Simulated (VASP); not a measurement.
# Pt: equation of state with PBEsol

Pt:

```
Pt
1.0
     0.00000    1.96090    1.96090
     1.96090    0.00000    1.96090
     1.96090    1.96090    0.00000
Pt
1
Direct
  0.00000 0.00000 0.00000
```

| Quantity | Value |
| --- | --- |
| Program | VASP 6.6.1 |
| Task | equation of state |
| Functional | PBEsol |
| Potentials or basis | VASP PAW PBE potentials, release 64 (Pt) |
| Cutoff | 520 eV |
| k mesh | 12 × 12 × 12 |
| Occupations | fermi-dirac, width 0.05 eV |
| Spin | no spin polarisation |

* Equilibrium volume: 15.03 Å³/atom
* Bulk modulus: 288 GPa
* Pressure derivative of the bulk modulus: 5.3

Energy against volume, from the lowest point:
| volume (Å³/atom) | energy (meV/atom) |
| --- | --- |
| 14.175 | 49.62 |
| 14.477 | 19.89 |
| 14.778 | 3.90 |
| 15.080 | 0.00 |
| 15.381 | 6.78 |
| 15.683 | 22.95 |
| 15.985 | 47.38 |

All runs of the series together: 92 s on 1 thread of Intel(R) Xeon(R) Platinum 8375C CPU @ 2.90GHz (Ice Lake) (shared host).

Caveat: the PAW data sets were made with another functional, which shifts forces and pressure a little. The run has no spin-orbit coupling, so splittings on Pt are missing.
